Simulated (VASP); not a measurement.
# AlN (P6_3/mmc) in VASP: notebook, part 2 of 2

VASP 6.6.1.

### 3 Relaxation of cell and atoms, PBEsol

This run uses another cell than the first one, of 9.95 Å³/atom, 1.018 times its volume.

INCAR reads:

```
SYSTEM = AlN
PREC = Accurate ; ENCUT = 600
EDIFF = 1E-6 ; ISMEAR = 0
SIGMA = 0.02 ; LREAL = .FALSE.
LASPH = .TRUE. ; NELM = 100
ALGO = Normal ; ISIF = 3
LWAVE = .FALSE. ; LCHARG = .FALSE.
GGA = PS ; IBRION = 2
NSW = 100 ; EDIFFG = -0.002
```

KPOINTS reads:

```
Automatic mesh
0
G
  9 9 6
  0 0 0
```

POSCAR reads:

```
AlN
1.0
    3.3121157400      0.0000000000      0.0000000000
   -1.6560578700      2.8683763700      0.0000000000
    0.0000000000      0.0000000000      4.1875630000
Al N
2 2
Direct
    0.3333333300      0.6666666700      0.7500000000
    0.6666666700      0.3333333300      0.2500000000
    0.3333333300      0.6666666700      0.2500000000
    0.6666666700      0.3333333300      0.7500000000
```

Potentials or basis: VASP PAW PBE potentials, release 64 (Al, N).

Started as:

```sh
$ cat potpaw_PBE.64/Al/POTCAR potpaw_PBE.64/N/POTCAR > POTCAR
$ mpirun -np 1 vasp_std > vasp.out
```

OUTCAR:

```text
SYSTEM = AlN
   PREC = Accurate
   ENCUT = 600
   EDIFF = 1E-6
   ISMEAR = 0
   LREAL = .FALSE.
   LASPH = .TRUE.
   NELM = 100
   ISIF = 3
   GGA = PS
   IBRION = 2
   NSW = 100
   EDIFFG = -0.002

 ion  position               nearest neighbor table
   1  0.333  0.667  0.750-   4 1.91   4 1.91   4 1.91   3 2.09   3 2.09   2 2.84   2 2.84   2 2.84
                             2 2.84   2 2.84   2 2.84
   2  0.667  0.333  0.250-   3 1.91   3 1.91   3 1.91   4 2.09   4 2.09   1 2.84   1 2.84   1 2.84
                             1 2.84   1 2.84   1 2.84
   3  0.333  0.667  0.250-   2 1.91   2 1.91   2 1.91   1 2.09   1 2.09
   4  0.667  0.333  0.750-   1 1.91   1 1.91   1 1.91   2 2.09   2 2.09

  LATTYP: Found a hexagonal cell.
 ALAT       =     3.3121157400
 C/A-ratio  =     1.2643166268

  Lattice vectors:

 A1 = (   3.3121157400,   0.0000000000,   0.0000000000)
 A2 = (  -1.6560578700,   2.8683763700,   0.0000000000)
 A3 = (   0.0000000000,   0.0000000000,   4.1875630000)

Analysis of symmetry for initial positions (statically):
=====================================================================
 Subroutine PRICEL returns:
 Original cell was already a primitive cell.

 Routine SETGRP: Setting up the symmetry group for a
 hexagonal supercell.

 Subroutine GETGRP returns: Found 24 space group operations
 (whereof 12 operations were pure point group operations)
 out of a pool of 24 trial point group operations.
[... 441 lines left out ...]
  ---------------------------------------------------
  ext. energy  EPLUGINS =         0.00000000
  ---------------------------------------------------
  free energy    TOTEN  =       -30.95023702 eV

  energy without entropy =      -30.95023702  energy(sigma->0) =      -30.95023702

 E-fermi :   8.2065     XC(G=0): -11.4343

 val. band max:        8.0354320191   @ k =   0.0000   0.0000   0.0000
 cond. band min:      11.3808926674   @ k =   0.0000   0.0000   0.0000
 fundamental gap:      3.3454606483
 Fermi energy:         8.2065194941

 k-point     1 :       0.0000    0.0000    0.0000
  band No.  band energies     occupation
      1      -8.8491      2.00000
      2      -5.0384      2.00000
      3       1.0465      2.00000
      4       4.7035      2.00000
      5       4.7035      2.00000
      6       6.4323      2.00000
      7       6.4323      2.00000
      8       8.0354      2.00000
      9      11.3809      0.00000
     10      12.5220      0.00000
     11      16.2534      0.00000
     12      16.2534      0.00000
[... 331 lines left out ...]
 k-point    24 :       0.3333    0.3333    0.1667
  band No.  band energies     occupation
      1      -6.1751      2.00000
      2      -6.1751      2.00000
      3       1.3725      2.00000
      4       2.4220      2.00000
      5       2.4220      2.00000
      6       5.0259      2.00000
      7       5.4366      2.00000
      8       5.4366      2.00000
      9      13.7290      0.00000
     10      14.2211      0.00000
     11      16.9625      0.00000
     12      16.9625      0.00000

 [... further k-points ...]

------------------------ aborting loop because EDIFF is reached ----------------------------------------

  FORCE on cell =-STRESS in cart. coord.  units (eV):
  Direction    XX          YY          ZZ          XY          YZ          ZX
  --------------------------------------------------------------------------------------
  -------------------------------------------------------------------------------------
  Total        0.0003354      0.0003354     -0.0001185     -0.0000000      0.0000000      0.0000000
  in kB        0.0137586      0.0137586     -0.0048602     -0.0000000      0.0000000      0.0000000
  external PRESSURE =       0.0075523 kB  Pullay stress =       0.0000000 kB
[... 19 lines left out ...]
  FREE ENERGIE OF THE ION-ELECTRON SYSTEM (eV)
  ---------------------------------------------------
  free  energy   TOTEN  =       -30.9502370163 eV

  energy  without entropy=      -30.9502370163  energy(sigma->0) =      -30.95023702

 reached required accuracy - stopping structural energy minimisation
```

OSZICAR:

```text
N       E                     dE             d eps       ncg     rms          rms(c)
DAV:   1     0.553635718067E+02    0.55364E+02   -0.83053E+03  1152   0.135E+03
DAV:   2    -0.308403401764E+02   -0.86204E+02   -0.77942E+02  1664   0.245E+02
DAV:   3    -0.350991628515E+02   -0.42588E+01   -0.42394E+01  1496   0.600E+01
DAV:   4    -0.351380091974E+02   -0.38846E-01   -0.38823E-01  1368   0.627E+00
[... 46 lines left out ...]
DAV:   3    -0.309502311065E+02    0.69403E-06   -0.60477E-06  1364   0.235E-02
   7 F= -.30950231E+02 E0= -.30950231E+02  d E =0.142947E-05
       N       E                     dE             d eps       ncg     rms          rms(c)
DAV:   1    -0.309502465077E+02   -0.14707E-04   -0.21701E-04  1280   0.144E-01    0.210E-02
DAV:   2    -0.309502370128E+02    0.94949E-05   -0.31529E-05  1276   0.454E-02    0.524E-03
DAV:   3    -0.309502370163E+02   -0.34235E-08   -0.14898E-06   892   0.122E-02
   8 F= -.30950237E+02 E0= -.30950237E+02  d E =-.448026E-05
```

Run time: 2.4 min. Hardware: 1 thread of AMD EPYC 7R43 (Zen 3), shared host; peak memory 0.15 GiB.

What came out:

* Free energy: -30.9502 eV
* Relaxed volume: 9.76 Å³/atom
* Relaxed cell: a = 3.301 Å, b = 3.301 Å, c = 4.139 Å, α = 90.00°, β = 90.00°, γ = 120.00°
* Space group after relaxing (to 0.05 Å): P6_3/mmc (No. 194)
* Energy gained by relaxing: 2.3 meV/atom
* Ionic steps: 8
* Pressure after relaxing: 0.0 GPa
* Band gap on the k mesh: 3.35 eV, direct

Step by step:
```
step  energy change (eV)  largest force (eV/Å)  pressure (GPa)  volume (Å³)
   1              0.0000                0.0000           -3.71        39.78
   2             -0.0021                0.0000            3.49        38.47
   3             -0.0084                0.0000            0.05        39.08
   4             -0.0084                0.0000            0.13        39.06
   5             -0.0090                0.0000            0.11        39.05
   6             -0.0091                0.0000            0.10        39.04
   7             -0.0091                0.0000           -0.11        39.07
   8             -0.0091                0.0000            0.00        39.05
```

Final structure:
```xyz
4
Lattice="3.3009 0.0000 0.0000 -1.6504 2.8586 0.0000 0.0000 0.0000 4.1387" Properties=species:S:1:pos:R:3 pbc="T T T"
Al    0.0000    1.9058    3.1040
Al    1.6504    0.9529    1.0347
N     0.0000    1.9058    1.0347
N     1.6504    0.9529    3.1040
```

Caveat: the PAW data sets were made with another functional, which shifts forces and pressure a little. A hybrid or GW would open this gap; PBEsol tends to underestimate it.

### 4 Single point, PBEsol

This run uses another cell than the first one, of 9.95 Å³/atom, 1.018 times its volume.

INCAR reads:

```
  ALGO = Fast
  EDIFF = 1E-7
  ENCUT = 520
  GGA = PS
  ISIF = 2
  ISMEAR = 0
  LASPH = T
  LCHARG = F
  LREAL = F
  LWAVE = F
  NBANDS = 16
  NELM = 100
  PREC = Accurate
  SIGMA = 0.1
```

KPOINTS reads:

```
k-points
0
Gamma
  6 6 4
```

POSCAR is that of step 3.

Started as:

```sh
$ cat potpaw_PBE.64/Al/POTCAR potpaw_PBE.64/N/POTCAR > POTCAR
$ mpirun -np 1 vasp_std > vasp.out
```

Wall time 27 s (1 thread of AMD EPYC 7R43 (Zen 3), shared host); peak memory 0.12 GiB.

The run converged. Its results:

```
Free energy            : -30.9375 eV
Pressure               : -3.5 GPa
Band gap on the k mesh : 3.19 eV, direct
```

Stress tensor (GPa, compression positive):
```
-3.22  0.00  0.00
 0.00 -3.22  0.00
 0.00  0.00 -4.11
```

Levels at points of the mesh, in eV from the valence-band top:
| k point | band 5 | band 6 | band 7 | band 8 | band 9 | band 10 | band 11 | band 12 |
| --- | --- | --- | --- | --- | --- | --- | --- | --- |
| (0.00, 0.00, 0.00) | -3.28 | -1.62 | -1.62 | 0.00 | 3.19 | 4.34 | 8.13 | 8.13 |
| (0.50, 0.00, 0.00) | -4.50 | -4.33 | -2.92 | -1.46 | 3.76 | 7.02 | 7.05 | 9.07 |
| (0.00, 0.00, 0.50) | -2.49 | -2.49 | -2.49 | -2.49 | 5.57 | 5.57 | 8.32 | 8.32 |
| (0.50, 0.00, 0.50) | -3.26 | -3.26 | -1.76 | -1.76 | 4.95 | 4.95 | 9.17 | 9.17 |

Caveat: the PAW data sets were made with another functional, which shifts forces and pressure a little.

### 5 The runs side by side

```csv
task,cell,k mesh,cutoff (eV),smearing,gap on the mesh (eV),pressure (GPa)
single point,"P6_3/mmc, 9.77 Å³/atom",9 × 9 × 6,520,gaussian 0.02 eV,3.34,0.0
relaxation of cell and atoms,relaxed,9 × 9 × 6,600,gaussian 0.02 eV,3.35,0.0
single point,"P6_3/mmc, 9.95 Å³/atom",6 × 6 × 4,520,gaussian 0.1 eV,3.19,-3.5
```

Alike in all rows: level PBEsol; potentials or basis VASP PAW PBE potentials, release 64 (Al, N); no spin polarisation.

Caveats: the PAW data sets were made with another functional, which shifts forces and pressure a little.

Absolute energies hang on the potentials; compare differences alone.
